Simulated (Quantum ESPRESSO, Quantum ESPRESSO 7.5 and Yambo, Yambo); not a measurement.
## GaAs (F-43m): G0W0 with Yambo, start to end

Aim: the G0W0 gap of GaAs (F-43m) on PBE, step by step.

Main program and level: Quantum ESPRESSO 7.5 and Yambo 5.3.0; PBE and many-body steps on it, plane waves.

**The experiments to reproduce.**

- Gap 1.51 eV: band-edge emission energy from PL (direct gap at Gamma); photoluminescence, 633 nm excitation; 77 K; bulk crystal (MBE GaAs matrix around a thin InAs wetting layer on semi-insulating GaAs (100)) (“Photoluminescence of InAs/GaAs quantum dots under direct two-photon excitation”, 2020, pmc:7331710).

- Gap 1.412 ± 0.01 eV: direct gap E0 at Gamma from ellipsometry; variable-angle spectroscopic ellipsometry, parametric critical-point fit; 300 K; bulk crystal (semi-insulating GaAs(001) reference substrate with native oxide) (“Evidence of valence band perturbations in GaAsN/GaAs(001): A combined variable-angle spectroscopic ellipsometry and modulated photoreflectance investigation”, 2008, arxiv:0805.2212).

- Gap 1.42 eV: fundamental direct gap E0 at Gamma, seen as sharp points in Psi and Delta; spectroscopic ellipsometry; 300 K; bulk crystal (semi-insulating GaAs (100) substrate) (“Ellipsometric study of the Electronic Structure of GaMnAs and LT-GaAs”, 2004, arxiv:cond-mat/0404304).

- Gap 1.418 ± 0.005 eV: direct gap E0 at Gamma from PR; modulated photoreflectance, low-field lineshape fit; 300 K; bulk crystal (semi-insulating GaAs(001) reference substrate) (“Evidence of valence band perturbations in GaAsN/GaAs(001): A combined variable-angle spectroscopic ellipsometry and modulated photoreflectance investigation”, 2008, arxiv:0805.2212).

Most raw output is cut from this account.

**1. Set-up**

Symmetry: F-43m, No. 216, cubic system. Conventional cell: a = 5.654 Å, b = 5.654 Å, c = 5.654 Å, α = 90.00°, β = 90.00°, γ = 90.00°. Ga has 4 As at 2.45 Å nearest. Nearest to As lie 4 Ga at 2.45 Å. Farther neighbours are not listed.

The cell and positions come from the Crystallography Open Database and are kept as given unless a step says otherwise.

**2. Ground state**

This step: Quantum ESPRESSO 7.5; DFT, PBE, plane waves, norm-conserving pseudopotentials.

The ground-state density comes first.

pw.in reads:

```
&control
  calculation = 'scf'
  prefix = 'x'
  outdir = 'o'
  pseudo_dir = 'pseudo'
/
&system
  ibrav = 0
  nat = 2
  ntyp = 2
  ecutwfc = 76.0
  nbnd = 19
  force_symmorphic = .true.
/
&electrons
  conv_thr = 1e-10
  electron_maxstep = 80
  mixing_beta = 0.5
/
ATOMIC_SPECIES
  Ga 69.723 Ga.upf
  As 74.922 As.upf
CELL_PARAMETERS angstrom
  0.0000000000 2.8268500000 2.8268500000
  2.8268500000 0.0000000000 2.8268500000
  2.8268500000 2.8268500000 0.0000000000
ATOMIC_POSITIONS crystal
  Ga 0.0000000000 0.0000000000 0.0000000000
  As 0.2500000000 0.2500000000 0.2500000000
K_POINTS automatic
  6 6 6 0 0 0
```

Command:

```
> OMP_NUM_THREADS=1 mpirun -n 4 pw.x -nk 4 -in pw.in > pw.out
```

Run time: 6.7 s. Hardware: 4 MPI ranks of Arm Neoverse V1, shared host; peak memory 0.26 GiB.

Numbers from this step:

- total energy: -4967.8010 eV
- gap: 0.5137 eV
- k of the valence top: 0, 0, 0
- k of the conduction bottom: 0, 0, 0
- least direct gap: 0.5137 eV

The gap is direct, at Γ.

**3. Bands along the symmetry lines**

The cheap functional maps the bands first; the places of the edges decide which points the dearer methods must see.

pw.in reads:

```
&control
  calculation = 'bands'
  prefix = 'x'
  outdir = 'o'
  pseudo_dir = 'pseudo'
/
&system
  ibrav = 0
  nat = 2
  ntyp = 2
  ecutwfc = 76.0
  nbnd = 20
  force_symmorphic = .true.
/
&electrons
  conv_thr = 1e-9
  electron_maxstep = 80
  diago_full_acc = .true.
  diago_thr_init = 5e-6
/
ATOMIC_SPECIES
  Ga 69.723 Ga.upf
  As 74.922 As.upf
CELL_PARAMETERS angstrom
  0.0000000000 2.8268500000 2.8268500000
  2.8268500000 0.0000000000 2.8268500000
  2.8268500000 2.8268500000 0.0000000000
ATOMIC_POSITIONS crystal
  Ga 0.0000000000 0.0000000000 0.0000000000
  As 0.2500000000 0.2500000000 0.2500000000
K_POINTS crystal
  50
  0.00000000 0.00000000 0.00000000 1
  -0.06250000 -0.06250000 0.00000000 1
  -0.12500000 -0.12500000 0.00000000 1
  -0.18750000 -0.18750000 0.00000000 1
  -0.25000000 -0.25000000 0.00000000 1
  -0.31250000 -0.31250000 0.00000000 1
  -0.37500000 -0.37500000 0.00000000 1
  -0.43750000 -0.43750000 0.00000000 1
  -0.50000000 -0.50000000 0.00000000 1
  -0.48437500 -0.48437500 0.03125000 1
  -0.46875000 -0.46875000 0.06250000 1
  -0.45312500 -0.45312500 0.09375000 1
  -0.43750000 -0.43750000 0.12500000 1
  -0.42187500 -0.42187500 0.15625000 1
  -0.40625000 -0.40625000 0.18750000 1
  -0.39062500 -0.39062500 0.21875000 1
  -0.37500000 -0.37500000 0.25000000 1
  -0.37500000 0.00000000 0.37500000 1
  -0.32812500 0.00000000 0.32812500 1
  -0.28125000 0.00000000 0.28125000 1
  -0.23437500 0.00000000 0.23437500 1
  -0.18750000 0.00000000 0.18750000 1
  -0.14062500 0.00000000 0.14062500 1
  -0.09375000 0.00000000 0.09375000 1
  -0.04687500 0.00000000 0.04687500 1
  0.00000000 0.00000000 0.00000000 1
  0.00000000 0.00000000 0.06250000 1
  0.00000000 0.00000000 0.12500000 1
  0.00000000 0.00000000 0.18750000 1
  0.00000000 0.00000000 0.25000000 1
  0.00000000 0.00000000 0.31250000 1
  0.00000000 0.00000000 0.37500000 1
  0.00000000 0.00000000 0.43750000 1
  -0.00000000 -0.00000000 0.50000000 1
  -0.06250000 -0.03125000 0.46875000 1
  -0.12500000 -0.06250000 0.43750000 1
  -0.18750000 -0.09375000 0.40625000 1
  -0.25000000 -0.12500000 0.37500000 1
  -0.31250000 -0.15625000 0.34375000 1
  -0.37500000 -0.18750000 0.31250000 1
  -0.43750000 -0.21875000 0.28125000 1
  -0.50000000 -0.25000000 0.25000000 1
  -0.50000000 -0.28125000 0.21875000 1
  -0.50000000 -0.31250000 0.18750000 1
  -0.50000000 -0.34375000 0.15625000 1
  -0.50000000 -0.37500000 0.12500000 1
  -0.50000000 -0.40625000 0.09375000 1
  -0.50000000 -0.43750000 0.06250000 1
  -0.50000000 -0.46875000 0.03125000 1
  -0.50000000 -0.50000000 0.00000000 1
```

Run time: 6.1 s. Hardware: 4 MPI ranks; peak memory 0.22 GiB; 24 s of CPU time.

This step gave:

```
gap                        : 0.5137 eV
k of the valence top       : 0, 0, 0
k of the conduction bottom : 0, 0, 0
least direct gap           : 0.5137 eV
```

The gap is 0.514 eV, as in the run before at this level.

The electronic bands at the labelled points (eV, zero at the top of the highest filled band):

```
    point  band 11  band 12  band 13  band 14  band 15  band 16  band 17  band 18
        Γ   -12.73     0.00     0.00     0.00     0.51     3.74     3.74     3.74
  halfway   -11.80    -4.09    -1.69    -1.69     1.99     3.27     6.62     6.62
        X   -10.23    -6.81    -2.68    -2.68     1.47     1.66    10.17    10.17
  halfway   -10.22    -6.77    -3.20    -2.57     1.66     2.57     9.21     9.42
        U   -10.26    -6.63    -3.86    -2.26     1.97     4.64     7.96     8.07
jump to K   -10.26    -6.63    -3.86    -2.26     1.97     4.64     7.96     8.07
  halfway   -11.72    -4.56    -2.44    -0.68     2.69     4.77     4.81     5.65
        Γ   -12.73     0.00     0.00     0.00     0.51     3.74     3.74     3.74
  halfway   -12.04    -4.14    -0.68    -0.68     1.45     4.60     4.60     5.96
        L   -10.97    -6.64    -1.14    -1.14     1.00     4.64     4.64     7.77
  halfway   -10.62    -6.48    -3.22    -1.94     3.03     4.17     6.35     7.69
        W   -10.17    -6.63    -3.53    -3.34     4.62     4.72     5.42     6.05
  halfway   -10.20    -6.73    -3.14    -3.04     2.56     2.76     8.15     8.36
        X   -10.23    -6.81    -2.68    -2.68     1.47     1.66    10.17    10.17
```

**4. Empty states on the mesh, 4×4×4 mesh, 116 bands**

The sums over transitions need many empty states on a uniform mesh; this step solves for them.

pw.in reads:

```
&control
  calculation = 'nscf'
  prefix = 'x'
  outdir = 'o'
  pseudo_dir = 'pseudo'
/
&system
  ibrav = 0
  nat = 2
  ntyp = 2
  ecutwfc = 76.0
  nbnd = 116
  force_symmorphic = .true.
/
&electrons
  conv_thr = 1e-9
  electron_maxstep = 80
  diago_full_acc = .true.
  diago_thr_init = 5e-6
/
ATOMIC_SPECIES
  Ga 69.723 Ga.upf
  As 74.922 As.upf
CELL_PARAMETERS angstrom
  0.0000000000 2.8268500000 2.8268500000
  2.8268500000 0.0000000000 2.8268500000
  2.8268500000 2.8268500000 0.0000000000
ATOMIC_POSITIONS crystal
  Ga 0.0000000000 0.0000000000 0.0000000000
  As 0.2500000000 0.2500000000 0.2500000000
K_POINTS automatic
  4 4 4 0 0 0
```

It took 7.6 s on 4 MPI ranks; peak memory 0.33 GiB; 30 s of CPU time.

This step gave:

| Property | Result |
| --- | --- |
| gap | 0.5137 eV |
| k of the valence top | 0, 0, 0 |
| k of the conduction bottom | 0, 0, 0 |
| least direct gap | 0.5137 eV |
| k points computed | 8 |
| lowest point of the top converged band, above the valence top | 87.1854 eV |

On this mesh the gap is 0.514 eV.

**5. Conversion and set-up**

This step: Yambo 5.3.0; conversion and set-up on PBE, plane waves, norm-conserving pseudopotentials.

The states are converted to the many-body program's format and the q mesh is built.

Command:

```
> (cd o/x.save; p2y > p2y.log; mv SAVE ../..); yambo > setup.log
```

Elapsed: 2.6 s, on 1 MPI rank; peak memory 0.25 GiB.

**6. Screening and self-energy, 4×4×4 mesh, 116 bands, screening to 129.3 eV**

Now the one-shot GW correction: screening in the RPA, then the self-energy of the levels asked for.

This step: G0W0 on PBE, plane waves, norm-conserving pseudopotentials.

gw1.in reads:

```
HF_and_locXC
gw0
dyson
ppa
em1d
rim_cut
RandQpts= 1000000
RandGvec= 1 RL
EXXRLvcs= 76 Ry
VXCRLvcs= 304 Ry
Chimod= "HARTREE"
% BndsRnXp
 1 | 116 |
%
NGsBlkXp= 9.5 Ry
% LongDrXp
 1 | 1 | 1 |
%
% GbndRnge
 1 | 116 |
%
DysSolver= "n"
ExtendOut
PPAPntXp= 27.21138 eV
% QPkrange
 1 | 8 | 12 | 18 |
%
```

Command:

```
> OMP_NUM_THREADS=1 mpirun -n 4 yambo -F gw1.in -J gw1 -C gw1 > gw1.log
```

Run time: 3.5 min. Hardware: 4 MPI ranks; peak memory 1.6 GiB; 14 min of CPU time.

This step gave:

```yaml
g0w0_gap_on_the_mesh: 1.128 eV
starting_gap_on_the_mesh: 0.5137 eV
k_of_the_valence_top: 0, 0, 0
k_of_the_conduction_bottom: 0, 0, 0
least_direct_g0w0_gap_on_the_computed_points: 1.128 eV
z_at_the_valence_top: 0.7968
z_at_the_conduction_bottom: 0.7970
```

The gap on the mesh goes from 0.51 eV to 1.13 eV, a correction of +0.61 eV.

Limits: finite bands, cutoff and mesh; exchange with frozen shells missing; no spin-orbit coupling; coarse k mesh. v1 is the top filled band, c1 the lowest empty one. Levels before and after the correction, in eV, zero at the valence-band top of each column:

```
           conduction bottom  valence top
Kohn-Sham               0.51         0.00
     G0W0               1.13         0.00
```

```
             level  energy (eV)
Kohn-Sham  Γ v3-v1        0.000
Kohn-Sham     Γ c1        0.514
Kohn-Sham  Γ c2-c4        3.739
     G0W0  Γ v3-v1        0.000
     G0W0     Γ c1        1.128
     G0W0  Γ c2-c4        4.435
```

**7. Where the time went**

Times are wall times on the hardware named with each run, good to a factor of about two.

```
                          step     time  share  memory (GiB)
                  ground state    6.7 s    3 %          0.26
bands along the symmetry lines    6.1 s    3 %          0.22
      empty states on the mesh    7.6 s    3 %          0.33
         conversion and set-up    2.6 s    1 %          0.25
     screening and self-energy  3.5 min   90 %           1.6
```

**8. Results**

| Item | Value |
| --- | --- |
| PBE gap | 0.51 eV, direct |
| G0W0 gap on the mesh | 1.13 eV |
| GW settings | 4×4×4 mesh, 116 bands, screening to 129.3 eV, Godby-Needs plasmon pole |
| known limits | not at the basis limit; exchange with frozen shells missing; no spin-orbit coupling; coarse k mesh |

In words: G0W0 moves the gap on the mesh from 0.51 eV to 1.13 eV (+0.61 eV), with Z of 0.80 and 0.80 at the edges. The dearest step here is «screening and self-energy». Against experiment, by G0W0@PBE: the direct gap of 1.13 eV lies −0.38 eV from the measured 1.51 eV (exciton, 77 K, 2020); the direct gap of 1.13 eV lies −0.28 eV from the measured 1.412 ± 0.01 eV (direct, 300 K, 2008); the direct gap of 1.13 eV lies −0.29 eV from the measured 1.42 eV (direct, 300 K, 2004); the direct gap of 1.13 eV lies −0.29 eV from the measured 1.418 ± 0.005 eV (direct, 300 K, 2008). An exciton line or allowed optical edge lies below the quasiparticle gap by the binding energy; a forbidden edge can push the onset above it. The calculation has static nuclei and no excitons; a measured gap holds zero-point and thermal motion, which mostly lowers it. Bands and cutoff are finite, so the gap is not at the basis limit. The miss can reach some tenths of an eV and take either sign; the mesh is an error of its own. The 4×4×4 mesh is coarse for this cell, which bears on the long-range parts of exchange and screening. The norm-conserving file of at least one element keeps a d shell over frozen s and p shells of the same row. Exchange with those shells is missing from the self-energy, an error of 0.3 to 0.9 eV in cases checked, whose sign depends on which edge lies on those atoms. The many-body steps are scalar-relativistic: spin-orbit coupling is not in them.

[Paths, hosts, dates, memory and timing lines, banners, echoed tables and standing remarks are left out of the program output.]

[Logs are printed without paths, hosts, clocks, repeated set-up lines and the standing remarks that a program may print on its own settings, such as how far it seeks lower states.]

[Runs of the session that timed out or met a known fault of the program may be left out.]

[Hosts, paths, dates, database ids (printed as entryN), source tags and the programs' standing remarks are cut or masked in the printed files.]
